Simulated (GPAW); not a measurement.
Wanted: an ASE script for a GPAW 26.7.0 run.

* Task: relaxation of cell and atoms
* Functional: MS2
* Potentials or basis: GPAW PAW data sets (gpaw-data 1.2.1)
* Cutoff: 600 eV
* Basis: pw
* k mesh: 5 × 5 × 3
* Occupations: fermi-dirac, width 0.05 eV
* Spin: no spin polarisation
* Target pressure: 5 GPa
* Maxiter: 150
* Optimizer: BFGS
* Fmax: 0.01 eV/Å
* Max steps: 100
* Target pressure: 5 GPa
* Convergence: density=1e-06 energy=1e-06 eigenstates=1e-10

The structure of CdSe (Cadmoselite) lies in CdSe.xyz:

```xyz
4
Lattice="4.3000000000 0.0000000000 0.0000000000 -2.1500000000 3.7239092363 0.0000000000 0.0000000000 0.0000000000 7.0200000000" Properties=species:S:1:pos:R:3 pbc="T T T"
Cd     2.1500000002      1.2413030786      3.5100000000
Cd    -0.0000000002      2.4826061577      0.0000000000
Se     2.1500000002      1.2413030786      6.2127000000
Se    -0.0000000002      2.4826061577      2.7027000000
```

One way to write it, as run:

run.py

```python
from ase.filters import FrechetCellFilter
from ase.io import read, write
from ase.optimize import BFGS
from ase.units import GPa
from gpaw import GPAW, PW

atoms = read('CdSe.xyz')

calc = GPAW(mode=PW(600),
            xc='MGGA_X_MS2+GGA_C_REGTPSS',
            kpts={'size': (5, 5, 3), 'gamma': True},
            occupations={'name': 'fermi-dirac', 'width': 0.05},
            nbands=31,
            convergence={'density': 1e-06, 'energy': 1e-06, 'eigenstates': 1e-10},
            maxiter=150,
            txt='gpaw.txt')
atoms.calc = calc
opt = BFGS(FrechetCellFilter(atoms, scalar_pressure=5 * GPa), trajectory='relax.traj', logfile='-')
done = opt.run(fmax=0.01, steps=100)
calc.write('gs.gpw')
write('result.traj', atoms)
print('Converged:', done)
print('Cell:', atoms.cell.cellpar().round(4))
print('Volume:', round(atoms.get_volume(), 4))
print(atoms.get_scaled_positions().round(5))
```

Potentials or basis: GPAW PAW data sets (gpaw-data 1.2.1), pw.

Launch:

```console
$ OMP_NUM_THREADS=1 python run.py
```

Results of the run:

```json
{
 "Relaxed volume": "26.33 Å³/atom",
 "Relaxed cell": "a = 4.207 Å, b = 4.207 Å, c = 6.872 Å, α = 90.00°, β = 90.00°, γ = 120.00°",
 "Space group after relaxing (to 0.05 Å)": "P6_3mc (No. 186)",
 "Energy change on relaxing (the enthalpy is what falls)": "+26.4 meV/atom",
 "Ionic steps": "14",
 "Pressure after relaxing": "5.0 GPa",
 "Band gap on the k mesh": "1.13 eV, direct"
}
```

Caveat: later steps reuse the first step's grids; the PAW data sets were made with another functional, which shifts forces and pressure a little.

Run time: 27 min on 1 thread of Arm Neoverse V1, on a shared host, peak memory 2 GiB.
